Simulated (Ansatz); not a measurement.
# Stack of Ta2NOS MXene under honeycomb BP, shifted by a third of the diagonal in a perpendicular field

Wanted: the out-of-plane response of the stack of Ta2NOS MXene under honeycomb BP, shifted by a third of the diagonal. A positive field points along +c.

Method: plane-wave DFT, PBE-D3(BJ), Ansatz PAW, in Ansatz 0.2.0.

Report form: the programs' logs are mostly left out.

## 1. The starting structure

The cell holds 7 atoms: 1 S, 2 Ta, 1 N, 1 O, 1 P and 1 B. Its edges and angles: a = 3.182 Å, b = 3.182 Å, c = 48.183 Å, α = 90.0°, β = 90.0°, γ = 120.0°. Regions: layer 1: Ta2NOS MXene, 5 atoms (1 S, 2 Ta, 1 N and 1 O); layer 2: honeycomb BP, 2 atoms (1 P and 1 B). Vacuum lies along c.

As a file:

```cif
data_structure
_symmetry_space_group_name_H-M 'P 1'
_symmetry_Int_Tables_number 1
_cell_length_a 3.1823
_cell_length_b 3.1823
_cell_length_c 48.1829
_cell_angle_alpha 90.000
_cell_angle_beta 90.000
_cell_angle_gamma 120.000
_cell_volume 422.57
loop_
_atom_site_label
_atom_site_type_symbol
_atom_site_fract_x
_atom_site_fract_y
_atom_site_fract_z
_atom_site_occupancy
S1 S 0.33333 0.66667 0.41093 1
Ta2 Ta 0.66667 0.33333 0.44886 1
N3 N 0.00000 0.00000 0.47469 1
Ta4 Ta 0.33333 0.66667 0.50053 1
O5 O 0.66667 0.33333 0.52577 1
P6 P 0.00000 0.00000 0.58907 1
B7 B 0.66667 0.33333 0.58907 1
```

## 2. Relaxing the slab

The starting cell is a guess, so the in-plane lattice and the atoms are relaxed first, with the slab cut off from its images along the normal.

File input.yaml:

```yaml
crystal:
  lattice:
    - [3.18229, 0.0, 0.0]
    - [-1.591145, 2.7559439822, 0.0]
    - [0.0, 0.0, 48.1829259374]
  atoms:
    - { symbol: S, position: [0.3333333333, 0.6666666667, 0.4109339484] }
    - { symbol: Ta, position: [0.6666666667, 0.3333333333, 0.4488595889], spin: 1.0 }
    - { symbol: "N", position: [0.0, 0.0, 0.4746926656] }
    - { symbol: Ta, position: [0.3333333333, 0.6666666667, 0.5005257424], spin: 1.0 }
    - { symbol: O, position: [0.6666666667, 0.3333333333, 0.5257656202] }
    - { symbol: P, position: [0.0, 0.0, 0.5890660516] }
    - { symbol: B, position: [0.6666666667, 0.3333333333, 0.5890660516] }
  periodic: [true, true, false]
magnetization:
  spin_polarized: true
kpoints:
  mp_grid: { grid: [12, 12, 1] }
hamiltonian:
  xc: pbe
  dispersion: d3bj
scf:
  occupations: { method: fermi_dirac, width: 0.05 }
  convergence: { dr2_threshold: 1.0e-09 }
relax:
  f_tol: 0.004
  max_steps: 90
  cell: {}
output:
  write_potential: true
  write_density: true
  volumetric_format: npy
```

Started as:

```bash
> ansatz run input.yaml --threads 4 --pin off --max-ram 6144MiB --backend cpu --events-out ev --progress --plain --runs-dir out
```

Wall time 2.6 min (4 threads of Intel Xeon Platinum 8375C at 2.90GHz (Ice Lake), shared host); peak memory 1.1 GiB; 9.8 min of CPU time.

The steps of the relaxation:

```
step  energy less that of the first step (eV)  largest force component (eV/Å)  volume (Å³)
   1                                   0.0000                          2.6235       422.57
   2                                  -0.5815                          0.7784       421.04
   3                                  -0.6265                          0.8992       427.03
   4                                  -0.6569                          0.1310       425.17
   5                                  -0.6571                          0.0842       425.64
   6                                  -0.6576                          0.0502       425.97
   7                                  -0.6576                          0.0102       426.07
   8                                  -0.6577                          0.0011       426.05
  9*                                  -0.6591                          0.0011       426.05
```

Relaxation steps marked * repeat the geometry before them on a plane-wave basis chosen anew for their cell, so energy and pressure can jump there.

The run keeps the 6 symmetry operations that it works with, so distortions that break them were not tested.

```
cell as run  before  after  change
      a (Å)   3.182  3.195  +0.4 %
      b (Å)   3.182  3.195  +0.4 %
```

The atoms that moved most (Å, along periodic axes as changes of fractional coordinates times the final cell, across vacuum about the mean position):

```
atom     dx     dy      dz  length
  S1  0.000  0.000   0.291   0.291
  O5  0.000  0.000  -0.231   0.231
 Ta2  0.000  0.000   0.084   0.084
  B7  0.000  0.000  -0.080   0.080
  P6  0.000  0.000  -0.079   0.079
  N3  0.000  0.000   0.075   0.075
 Ta4  0.000  0.000  -0.060   0.060
```

This step gave:

```yaml
energy_at_zero_smearing: -22636.1326 eV
```

The lattice constant a goes from 3.182 to 3.195 Å.

## 3. Atoms held, field 0, start network

A sawtooth potential applies the field, turning back in the middle of the vacuum. With the dipole correction the typed value is the field outside the slab. The induced dipole is small, so the SCF threshold is tight.

The cell differs from the one that the last finished run ended in (c 48.183 → 26.213 Å).

File input.yaml:

```yaml
crystal:
  lattice:
    - [3.1953680145, 0.0, 0.0]
    - [-1.5976840072, 2.767269875, 0.0]
    - [0.0, 0.0, 26.2132015973]
  atoms:
    - { symbol: S, position: [0.3333333333, 0.6666666667, 0.3433384498] }
    - { symbol: Ta, position: [0.6666666667, 0.3333333333, 0.4051478756] }
    - { symbol: "N", position: [0.0, 0.0, 0.4523132762] }
    - { symbol: Ta, position: [0.3333333333, 0.6666666667, 0.4946222942] }
    - { symbol: O, position: [0.6666666667, 0.3333333333, 0.5345038963] }
    - { symbol: P, position: [0.0, 0.0, 0.6566615502] }
    - { symbol: B, position: [0.6666666667, 0.3333333333, 0.6566026346] }
kpoints:
  mp_grid: { grid: [18, 18, 1] }
  band_path:
    path: [[0, 0, 0], [0.5, 0, 0], [0.33333333, 0.33333333, 0], [0, 0, 0]]
    npoints: 16
hamiltonian:
  xc: pbe
  dispersion: d3bj
scf:
  occupations: { method: fermi_dirac, width: 0.02585 }
  convergence: { dr2_threshold: 1.0e-10 }
efield:
  axis: 3
  dipole_correction: true
  ramp_position: 0.97
  ramp_width: 0.06
  amplitude: 0
output:
  dos: { projected: true, e_range: [-6, 5] }
  bader: true
  write_potential: true
  write_density: true
  volumetric_format: npy
  elf: true
```

Wall time 33 s (4 threads); peak memory 0.79 GiB.

This step gave:

- energy at zero smearing: -22636.1357 eV
- work function, upper face: 5.061 eV
- dipole along the normal: 9.02e-4 e·Å

Running mean over a fixed 2.8 Å (it still follows the layers) of the planar mean; the ramp of the sawtooth is left out. Electron's electrostatic potential energy less the Fermi level against z:

```
z (Å)  electron's electrostatic potential energy less the Fermi level (eV)
    4                                                                 5.08
    5                                                                 5.08
    6                                                                 5.05
    7                                                                 4.26
    8                                                              -0.0558
    9                                                                -5.35
   10                                                                -11.2
   11                                                                -12.7
   12                                                                -14.4
   13                                                                -13.0
   14                                                                -7.38
   15                                                               -0.121
   16                                                                -2.66
   17                                                                -6.30
   18                                                                -5.15
   19                                                                 2.57
   20                                                                 4.93
   21                                                                 5.06
   22                                                                 5.06
   23                                                                 5.06
```

The density of states has structure finer than the step of the table below, so its rows give means over 0.25 eV, whole bins alone (the curve runs from -6 to 1.99 eV). Peaks (eV: height): -5.500: 8.80, -5.120: 11.4, -4.840: 8.29, -3.550: 5.75, 1.030: 5.80, 1.330: 6.36, 1.720: 6.75.

Density of states against energy, zero at the Fermi level; means over each step:

```
energy (eV)  density of states (states/eV a cell)
      -5.75                                  1.35
      -5.50                                  5.19
      -5.25                                  5.93
      -5.00                                  5.34
      -4.75                                  5.29
      -4.50                                  2.81
      -4.25                                  2.67
      -4.00                                  2.93
      -3.75                                  3.70
      -3.50                                  4.82
      -3.25                                  2.30
      -3.00                                  3.04
      -2.75                                  2.88
      -2.50                                  2.94
      -2.25                                  2.67
      -2.00                                  2.34
      -1.75                                  2.01
      -1.50                                  1.99
      -1.25                                  2.51
      -1.00                                  1.88
      -0.75                                  1.66
      -0.50                                  1.75
      -0.25                                  1.40
       0.00                                  1.27
       0.25                                  1.47
       0.50                                  1.29
       0.75                                  1.50
       1.00                                  2.88
       1.25                                  4.52
       1.50                                  5.17
       1.75                                  4.66
```

Projected DOS per atom over height of the atomic layer and energy from the Fermi level. Layers: S Ta N Ta O BP from below.

Values in states/eV, 22 rows by 6 columns, each cell a mean:
```
0.14 1.02 0.31 1.84 0.15 0.24
0.17 1.26 0.39 2.51 0.17 0.38
0.14 0.86 0.34 1.54 0.13 0.13
0.08 0.43 0.14 0.67 0.08 0.02
0.12 0.46 0.11 0.57 0.10 0.00
0.14 0.45 0.09 0.47 0.10 0.01
0.18 0.43 0.09 0.43 0.10 0.12
0.24 0.36 0.11 0.46 0.11 0.22
0.25 0.45 0.10 0.44 0.14 0.40
0.30 0.52 0.08 0.43 0.17 0.30
0.38 0.44 0.07 0.29 0.17 0.37
0.75 0.53 0.08 0.19 0.11 0.43
1.06 0.60 0.09 0.12 0.11 0.47
1.13 0.44 0.11 0.06 0.11 0.53
1.10 0.30 0.16 0.05 0.15 0.57
1.58 0.50 0.34 0.10 0.51 0.62
0.83 0.38 0.13 0.06 0.25 0.61
0.75 0.39 0.22 0.10 0.65 0.38
0.75 0.57 0.47 0.29 1.89 0.33
0.66 0.58 0.60 0.62 3.29 0.34
1.48 0.77 0.29 0.43 1.42 0.26
0.10 0.09 0.07 0.11 0.28 0.31
```
Columns: height of the atomic layer (Å) from 9 to 17.2 (not evenly spaced); rows upwards: energy from the Fermi level (eV) from -5.96 to 1.96.

The electronic bands at the labelled points (eV, zero at the Fermi level):

```
  point  band 22  band 23  band 24  band 25  band 26  band 27  band 28  band 29
      Γ    -1.72    -1.67    -1.67    -1.17    -1.17    -0.61     0.95     1.42
halfway    -3.08    -2.93    -2.34    -2.02     0.32     0.52     1.26     2.40
      M    -3.52    -2.51    -2.45    -1.09     0.99     1.35     1.58     1.73
halfway    -4.11    -3.34    -1.47    -0.75     0.88     1.16     1.41     1.73
      K    -4.41    -3.87    -0.45    -0.08     0.29     0.46     0.94     2.22
halfway    -3.62    -2.90    -2.81    -1.04    -0.80     1.39     1.84     2.00
      Γ    -1.72    -1.67    -1.67    -1.17    -1.17    -0.61     0.95     1.42
```

Valence density in the ca plane at fractional y = 0.333, with atoms of Ta and O and B within 0.2 Å of it. It is the smooth field of the valence electrons, not physical close to the nuclei.

Ten steps, logarithmic in the rise over the least value, from '0' (0.0 e/Å³) to '9' (6.6 e/Å³), each cell a mean:
```
34567643333455531012345532100000000000000000
34789864323579863112345542100000000000000000
24798974323589973112344442100000000000000000
34788864323478852112345542100000000000000000
44466643333445431012345432100000000000000000
44333344445443210012344432100000000000000000
44333344555542110012344432100000000000000000
44333344444433210012344432100000000000000000
```
Columns run along c (16.0 Å, from fractional 0.35 to 0.96 of the cell), rows up along a (3.2 Å). Atoms in or near the plane, at fractional coordinates: Ta at (0.41, 0.67), O at (0.53, 0.67), B at (0.66, 0.67).

ELF in the ca plane at fractional y = 0.333, with atoms of Ta and O and B within 0.2 Å of it. It is the smooth field of the valence electrons, not physical close to the nuclei.

Ten even steps from '0' (0.00) to '9' (0.85), each cell a mean:
```
00000012456424652232125887301479998631000000
00000000112257676222258889610365346531000000
00000000011166147322268569710341004431000000
00000000123247776222148899610366456531000000
00000013566534542232124786301479998631000000
00000146888852123552221221001478887631000000
00000257999874235652332100001466666532000000
00000136888852123552221232001478887631000000
```
Columns run along c (16.0 Å, from fractional 0.21 to 0.82 of the cell), rows up along a (3.2 Å). Atoms in or near the plane, at fractional coordinates: Ta at (0.41, 0.67), O at (0.53, 0.67), B at (0.66, 0.67).

Electrostatic potential energy in the ca plane at fractional y = 0.333, with atoms of Ta and O and B within 0.2 Å of it. With pseudopotentials it is smooth inside the atoms' cores, unlike the true potential.

Ten even steps from '0' (-50 eV) to '9' (7 eV), each cell a mean:
```
88643468888887899999987789999999999999999999
87300047888842379999841379999999999999999999
86200037888820169999710069999999999999999999
87400147888852389999852379999999999999999999
88654578887788899999987889999999999999999999
88887888876678999999987889999999999999999999
78888888765578999999987789999999999999999999
88877788876678999999987889999999999999999999
```
Columns run along c (16.0 Å, from fractional 0.35 to 0.96 of the cell; values clipped at the 3rd and 97th percentile), rows up along a (3.2 Å). Atoms in or near the plane, at fractional coordinates: Ta at (0.41, 0.67), O at (0.53, 0.67), B at (0.66, 0.67).

The work function of the upper face is 5.06 eV.

## 4. Single point, field 0.05 V/Å

Edit input.yaml of step 3 so:

```diff
@@ -29,6 +29,4 @@
   ramp_width: 0.06
-  amplitude: 0
+  amplitude: 0.05
 output:
-  dos: { projected: true, e_range: [-6, 5] }
-  bader: true
   write_potential: true
@@ -36,2 +34 @@
   volumetric_format: npy
-  elf: true
```

Wall time 13 s (4 threads); peak memory 0.78 GiB.

The dipole is 0.0250 e·Å.

## 5. Atoms held, field -0.05 V/Å

Edit input.yaml of step 4 so:

```diff
@@ -29,3 +29,3 @@
   ramp_width: 0.06
-  amplitude: 0.05
+  amplitude: -0.05
 output:
```

Elapsed: 14 s, on 4 threads; peak memory 0.77 GiB.

The dipole is -0.0224 e·Å.

## 6. Atoms held, field 0.1 V/Å

Edit input.yaml of step 5 so:

```diff
@@ -27,5 +27,5 @@
   dipole_correction: true
-  ramp_position: 0.97
-  ramp_width: 0.06
-  amplitude: -0.05
+  ramp_position: 0.9531
+  ramp_width: 0.0946
+  amplitude: 0.1
 output:
```

Wall time 17 s (4 threads); peak memory 0.76 GiB.

The dipole is 0.0497 e·Å.

## 7. Atoms held, field 0.2 V/Å

Edit input.yaml of step 6 so:

```diff
@@ -29,3 +29,3 @@
   ramp_width: 0.0946
-  amplitude: 0.1
+  amplitude: 0.2
 output:
```

Elapsed: 14 s, on 4 threads; peak memory 0.76 GiB.

The dipole is 0.0995 e·Å.

## 8. Atoms held, field 0.3 V/Å

Edit input.yaml of step 7 so:

```diff
@@ -27,6 +27,8 @@
   dipole_correction: true
-  ramp_position: 0.9531
-  ramp_width: 0.0946
-  amplitude: 0.2
+  ramp_position: 0.9503
+  ramp_width: 0.1001
+  amplitude: 0.3
 output:
+  dos: { projected: true, e_range: [-6, 5] }
+  bader: true
   write_potential: true
@@ -34 +36,2 @@
   volumetric_format: npy
+  elf: true
```

The job ended after 34 s (4 threads; peak memory 0.78 GiB).

The dipole is 0.149 e·Å.

## 9. Response, atoms held

This step: plane-wave DFT, PBE-D3(BJ), Ansatz PAW; response to a field along the normal, atoms held (Ansatz 0.2.0).

The dipoles give the slope, and the difference of two potentials shows where the field is screened.

This step gave:

```
equivalent conductor thickness p/(ε₀AE) : 9.833 Å
distance between the outer atoms        : 8.213 Å
```

Dipole of the cell against applied field:

```
applied field (V/Å)  dipole of the cell (e·Å)
             -0.050                   -0.0224
              0.000                    9.0e-4
              0.050                    0.0250
              0.100                    0.0497
              0.200                    0.0995
              0.300                     0.149
```

Local field over the applied field, running mean. From the potentials at -0.05 and 0.05 V/Å; running mean over 2.5 Å. Local field over applied field against z:

z (Å), local field over applied field and a bar:
```
      4.5      0.999 ##############################
      5.0      0.997 ##############################
      5.5      0.991 ##############################
      6.0      0.974 #############################
      6.5      0.927 ############################
      7.0      0.827 #########################
      7.5      0.672 ####################
      8.0      0.494 ###############
      8.5      0.315 #########
      9.0      0.169 #####
      9.5      0.082 ##
     10.0      0.041 #
     10.5      0.024 
     11.0      0.022 
     11.5      0.021 
     12.0      0.016 
     12.5      0.023 
     13.0      0.051 #
     13.5      0.101 ###
     14.0      0.171 #####
     14.5      0.240 #######
     15.0      0.280 ########
     15.5      0.271 ########
     16.0      0.233 #######
     16.5      0.167 #####
     17.0      0.125 ###
     17.5      0.176 #####
     18.0      0.314 #########
     18.5      0.485 ##############
     19.0      0.669 ####################
     19.5      0.833 #########################
     20.0      0.932 ############################
     20.5      0.976 #############################
     21.0      0.992 ##############################
     21.5      0.998 ##############################
     22.0      0.999 ##############################
```

(Continued in part 2 of 2.)

[Logs are printed without paths, hosts, clocks, repeated set-up lines and the standing remarks that a program may print on its own settings, such as how far it seeks lower states.]

[Hosts, paths, dates, database ids (printed as entryN), source tags and the programs' standing remarks are cut or masked in the printed files.]

[Maps of the electrostatic potential energy from Ansatz leave out the sawtooth potential of an applied field or a dipole correction, so their vacuum need not be flat; planar profiles and work functions include it.]

[The density of states shown here was stored with 400 of the rows of the run's finer table, so its peaks can read low, often by over a quarter, or be missed, and its means over a window can be off by a tenth or more.]
